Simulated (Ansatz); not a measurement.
Consider the following.

```
GeO2
1.0
    5.67480     0.00000     0.00000
    0.00000     8.63765     0.00000
    0.00000     4.31883     2.49347
Ge O
3 6
Cartesian
  0.00000   4.31883   0.25259
  3.78320   6.69699   1.12044
  1.89160   1.94066   1.12044
  1.38465   9.03045   1.74606
  5.16785   5.63456   1.28027
  3.27625  11.24795   1.96062
  4.29015   8.24485   1.74606
  0.50695   3.00310   1.28027
  2.39855   6.02735   1.96062
```

The cell is taken as given; by r2SCAN it stands under a pressure of -0.7 GPa.

Transport runs along the normal of the first two printed cell vectors, the (110) plane of the conventional cell.

No gap correction and no spin-orbit coupling; mid-gap is the computed energy nearest the middle.

Task: Estimate the band gap and the smallest decay constant κ at mid-gap that r2SCAN (Ansatz, a quantum-chemistry and plane-wave program) returns for this system.

Result: Gap 4.17 eV on a 6×12×12 mesh; κ = 0.354 1/Å, at the zone centre.
